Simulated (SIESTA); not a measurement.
The system is Gd.

```xyz
2
Lattice="3.6360 0.0000 0.0000 -1.8180 3.1489 0.0000 0.0000 0.0000 5.7826" Properties=species:S:1:pos:R:3 pbc="T T T"
Gd    1.8180    1.0496    4.3369
Gd    0.0000    2.0992    1.4457
```

Base run:

* Program: SIESTA 5.4.2
* Functional: PBE
* Potentials or basis: PseudoDojo 3+ lanthanides (4f in the core) (PBE files)
* Basis: SZ (energy shift 0.002 Ry; radii capped at 9.5 bohr)
* Grid cutoff: 800 Ry
* Energy shift: 0.002 Ry
* k mesh: 8 × 8 × 5
* Occupations: fermi-dirac, width 0.05 eV
* Spin: collinear spin, ferromagnetic start
* Starting moments: [7.0, 7.0] μB

Its results: band gap on the k mesh none (metal or under the smearing width); pressure -3.0 GPa; net moment 0.00 μB per cell.

Problem. The run is repeated on the same cell with these changes: functional from PBE to BLYP; basis from SZ (energy shift 0.002 Ry; radii capped at 9.5 bohr) to DZP (energy shift 0.002 Ry). What comes out?

Solution. Band gap on the k mesh none (metal or under the smearing width); pressure 0.9 GPa; net moment 0.00 μB per cell.

Several settings changed at once, so the effect can't be laid on one alone.

Caveats: spin-orbit coupling is left out, which moves the levels of the heavy elements; the 4f electrons are frozen in the core as for a trivalent ion, so they carry no moment and show no levels; the basis of atomic orbitals isn't converged, which shifts pressures, moduli and gaps; the basis has no polarisation orbitals (some runs); semicore shells carry a single zeta, which can move pressures by several GPa and volumes by a few percent (some runs); the potentials were made for another functional, which shifts forces and pressure (some runs).

Not every run made on this cell is shown here.
